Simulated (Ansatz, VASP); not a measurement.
## One calculation of Cu, two programs

INCAR

```
  PREC = Accurate
  ENCUT = 520
  EDIFF = 1E-6
  ISMEAR = -1
  SIGMA = 0.06
  LREAL = F
  LASPH = T
  NELM = 60
  ALGO = Normal
  ISIF = 2
  LWAVE = F
  LCHARG = T
  GGA = PE
  LELF = T
  LVHAR = T
  NBANDS = 12
```

KPOINTS

```
regular mesh
0
Gamma
  12 12 12
```

POSCAR

```
Cu
1.0
    0.0000000000      1.7360710000      1.7360710000
    1.7360710000      0.0000000000      1.7360710000
    1.7360710000      1.7360710000      0.0000000000
Cu
1
Direct
    0.0000000000      0.0000000000      0.0000000000
```

Input for Ansatz:

```yaml
crystal:
  atoms:
  - position: [0.0, 0.0, 0.0]
    symbol: Cu
  lattice:
  - [0.0, 1.736071, 1.736071]
  - [1.736071, 0.0, 1.736071]
  - [1.736071, 1.736071, 0.0]
hamiltonian:
  dispersion: none
  pseudopotentials:
    kind: all_electron
    lapw: {}
    relativity: scalar
  xc: pbe
kpoints:
  mp_grid:
    grid: [12, 12, 12]
    shift: [0, 0, 0]
magnetization: {spin_polarized: false}
output: {forces: true, stress: true}
scf:
  occupations: {method: fermi_dirac, width: 0.06}
```

Alike in both runs: task single point; functional PBE; k mesh 12 × 12 × 12; occupations fermi-dirac, width 0.06 eV; no spin polarisation.

```csv
,VASP,Ansatz
version,VASP 6.6.1,Ansatz 0.2 development build
potentials or method,"VASP PAW PBE potentials, release 64 (Cu)","all-electron full-potential LAPW, scalar-relativistic"
plane-wave cutoff (eV),520,see its input
```

Ansatz gave:

```
pressure (GPa) : 26.2
```

What did VASP give for the same quantities?

Pressure (GPa): 26.7.

Ansatz ran all-electron here, so the differences hold the error of VASP's frozen core and of both bases.

Caveats: so large a pressure means that the cell lies far from this level's equilibrium, or that cutoff or potentials fall short (VASP).
